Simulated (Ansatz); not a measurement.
# NiO (zincblende structure)

The computed numbers are results of PBEsol, scalar-relativistic (collinear spin) in the plane-wave PAW code Ansatz at 420 eV, 12×12×12 k-mesh, Gaussian smearing of 0.05 eV; PAW files: Ansatz's generated set soft_2.

```
CELL_PARAMETERS angstrom
0.00000 2.19877 2.19877
2.19877 0.00000 2.19877
2.19877 2.19877 0.00000
ATOMIC_POSITIONS crystal
Ni 0.00000 0.00000 0.00000
O 0.25000 0.25000 0.25000
```

This is a trial structure; measured cells of the compound in the Crystallography Open Database are in space group Fm-3m (rock salt).

Magnetic state: ferromagnetic, site spin moments Ni 1.31; O 0.33 μB.

Cell and atoms are those of this level's equilibrium.

The cell has space group F-43m (read at 0.01 Å). In it the stress is 0.04, 0.04, 0.04, 0.00, 0.00, 0.00 GPa and the largest force component 0.000 eV/Å. Each change below starts from this cell, without further relaxation. Stress is in GPa, positive in compression, in the order xx, yy, zz, yz, xz, xy; energies are counted from the cell above and are free energies with the smearing's entropy, which match forces and stress in a metal.

**Question.** What happens when atom 2 (O) is moved by 0.12 Å along z?

**Answer.** The energy changes by 62.5 meV per cell, and the force on it along the shift is -1.017 eV/Å (−F/u = 8.48 eV/Å²). Stress: 2.19, 2.19, 0.72, 0.00, 0.00, -7.50. Spin moments: Ni 1.28; O 0.33 μB.
| atom | Fx (eV/Å) | Fy | Fz |
| --- | --- | --- | --- |
| Ni1 | 0.000 | 0.000 | 1.017 |
| O2 | 0.000 | 0.000 | -1.017 |
In a harmonic crystal the energy would rise by −½F·u = ½ × 8.48 × 0.12² eV = 61.0 meV, which matches.

**Question.** What stress follows from an engineering strain of 2 % in yz, atoms carried along?

**Answer.** 0.12, 0.11, 0.11, -2.01, 0.00, 0.00 GPa; the energy changes by 2.6 meV per cell.
| atom | Fx (eV/Å) | Fy | Fz |
| --- | --- | --- | --- |
| Ni1 | 0.162 | 0.000 | 0.000 |
| O2 | -0.162 | 0.000 | 0.000 |
The change of the stress over the strain gives a clamped-atom stiffness of about 100 GPa for this component.
In a harmonic crystal the energy would rise by V(½Cε² − σ₀ε), with σ₀ the stress of the unstrained cell, = 2.7 meV, close to the run's value; the rest is anharmonic or numerical.

The run wasn't fully tested for a lower electronic state. Site moments are of spin, integrated over atomic spheres. Compounds of this kind are often insulators, Mott or charge-transfer ones with an open 3d shell, so the metal found may come from the functional, which lacks a U or exact exchange, or from the structure. No antiparallel order was tried.
